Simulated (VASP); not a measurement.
# VASP 6.6.1 run: CaO

INCAR

```
LWAVE = .FALSE.
EDIFF = 1E-7
TIME = 0.5
ENCUT = 520
NBANDS = 15
NELMDL = -12
IBRION = -1
ALGO = Damped
BMIX = 0.0001
LASPH = .TRUE.
AMIX = 0.2
LCHARG = .FALSE.
GGA = PS
PREC = Accurate
NSW = 0
SIGMA = 0.01
ISIF = 2
ISMEAR = 0
LREAL = .FALSE.
NELM = 67
```

KPOINTS

```
KPOINTS created by Atomic Simulation Environment
0
Gamma
8 8 8
0 0 0
```

POSCAR

```
Ca O
 1.0000000000000000
    -0.0000000000000000    2.6067317364962017    2.6067317364962017
     2.6067317364962017    0.0000000000000000    2.6067317364962017
     2.6067317364962017    2.6067317364962017    0.0000000000000000
 Ca  O
   1   1
Cartesian
  0.0000000000000000 -0.0000000000000000 -0.0000000000000000
  1.3033658682481006  1.3033658682481006  1.3033658682481006
```

The recommended PBE PAW datasets give the neutral cell 16 valence electrons.

Command

```
mpirun -np 1 vasp_std
```

Problem. Predict the outcome of this run.

Solution. It didn't converge.

OSZICAR

```
N       E                     dE             d eps       ncg     rms           ort
DAV:   1     0.175244480658E+03    0.17524E+03   -0.84710E+03   435   0.111E+03
DAV:   2     0.801691845703E+01   -0.16723E+03   -0.15244E+03   435   0.315E+02
DAV:   3    -0.136353024016E+02   -0.21652E+02   -0.20890E+02   435   0.116E+02
DAV:   4    -0.151530495349E+02   -0.15177E+01   -0.14868E+01   435   0.336E+01
DAV:   5    -0.153362932084E+02   -0.18324E+00   -0.18100E+00   435   0.935E+00
DAV:   6    -0.153546297788E+02   -0.18337E-01   -0.18185E-01   435   0.303E+00
DAV:   7    -0.153571780849E+02   -0.25483E-02   -0.25307E-02   435   0.900E-01
DAV:   8    -0.153574544329E+02   -0.27635E-03   -0.27519E-03   435   0.318E-01
DAV:   9    -0.153574906361E+02   -0.36203E-04   -0.36060E-04   435   0.895E-02
DAV:  10    -0.153574948317E+02   -0.41955E-05   -0.41863E-05   435   0.326E-02
...
DMP:  59    -0.129605383651E+02   -0.18152E-06   -0.17439E-06   435   0.231E-06   0.355E-06
DMP:  60    -0.129605385402E+02   -0.17506E-06   -0.16795E-06   435   0.222E-06   0.342E-06
DMP:  61    -0.129605387088E+02   -0.16863E-06   -0.16172E-06   435   0.214E-06   0.329E-06
DMP:  62    -0.129605388713E+02   -0.16243E-06   -0.15555E-06   435   0.205E-06   0.317E-06
DMP:  63    -0.129605390275E+02   -0.15629E-06   -0.14960E-06   435   0.197E-06   0.305E-06
DMP:  64    -0.129605391779E+02   -0.15033E-06   -0.14384E-06   435   0.190E-06   0.294E-06
DMP:  65    -0.129605393225E+02   -0.14462E-06   -0.13832E-06   435   0.183E-06   0.282E-06
DMP:  66    -0.129605394616E+02   -0.13909E-06   -0.13299E-06   435   0.176E-06   0.271E-06
DMP:  67    -0.129605395954E+02   -0.13377E-06   -0.12792E-06   435   0.169E-06   0.261E-06
   1 F= -.12960540E+02 E0= -.12960540E+02  d E =-.675859-138
```

Standard output (part)

```
POSCAR found type information on POSCAR CaO
 POSCAR found :  2 types and       2 ions
 LDA part: xc-table for (Slater+PW92), standard interpolation
 POSCAR, INCAR and KPOINTS ok, starting setup
 WAVECAR not read
 entering main loop
 final diagonalization occupied
|     The electronic self-consistency was not achieved in the given           |
|     number of steps (NELM). The forces and other quantities evaluated       |
|     might not be reliable so examine the results carefully. If you find     |
|     spurious results, we suggest increasing NELM, if you were close to      |
|     convergence or switching to a different ALGO or adjusting the           |
|     density mixing parameters otherwise.                                    |
```
